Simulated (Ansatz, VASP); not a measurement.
**NaH in VASP and in Ansatz**

```
Na H
1.0
     2.33897    2.33897    0.00000
    -2.33897    2.33897    0.00000
     0.00000    2.33897    2.33897
Na H
1 1
Direct
  0.00000 0.00000 0.00000
  0.50000 0.50000 0.00000
```

Alike in both runs: functional PBEsol; k mesh 8 × 8 × 8; no spin polarisation.

Ansatz relaxed the structure, and its values are those at the end. VASP's run is a single point on that final structure, the one shown.

```csv
,VASP,Ansatz
version,VASP 6.6.1,Ansatz 0.2.0
potentials or method,"VASP PAW PBE potentials, release 64 (Na_pv, H)","PAW with Ansatz's default frozen-core files, scalar-relativistic"
plane-wave cutoff (eV),520,420
occupations,"gaussian, width 0.01 eV",fixed
valence electrons in the cell,8,10
```

```tsv
	VASP	Ansatz	Ansatz less VASP
gap on the k mesh at the Fermi level (eV)	3.72	3.72	+0.003
pressure (GPa)	2.0	2.0	-0.01
```

The two sets of potentials don't hold the same shells in valence.

Caveats: the PAW data sets were made with another functional, which shifts forces and pressure a little (VASP). A k mesh can miss the band edges.
